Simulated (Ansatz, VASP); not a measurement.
# TiAl in VASP and in Ansatz

```
Ti Al
1.0
     3.17906    0.00000    0.00000
     0.00000    3.17906    0.00000
     0.00000    0.00000    3.17906
Ti Al
1 1
Direct
  0.99886 0.00758 0.00170
  0.50931 0.50647 0.50062
```

Change from the starting cell: atoms moved at random, drawn with an rms of 0.05 Å.

Alike in both runs: task single point; functional PBEsol; k mesh 8 × 8 × 8; occupations fermi-dirac, width 0.05 eV; no spin polarisation.

|  | VASP | Ansatz |
| --- | --- | --- |
| version | VASP 6.6.1 | Ansatz 0.2.0 |
| potentials or method | VASP PAW PBE potentials, release 64 (Ti_sv, Al) | Ansatz PAW |
| plane-wave cutoff (eV) | 520 | 420 |
| valence electrons in the cell | 15 | 15 |

```tsv
	VASP	Ansatz	Ansatz less VASP
gap on the k mesh at the Fermi level (eV)	none	none	-
pressure (GPa)	-2.3	-2.3	-0.06
rms of the force components (eV/Å)	0.120	0.120	-0.0002
```

Atom by atom the forces differ by 0.000 eV/Å (rms over components). A gap of «none» marks a metal or a gap that the smearing closes. The functional is the same, so the differences come from potentials, cutoffs and numerics.

Caveats: the PAW data sets were made with another functional, which shifts forces and pressure a little (VASP); the PAW data sets come from PBE, with cores solved anew for the run's functional, which leaves a small shift of forces and pressure (Ansatz).
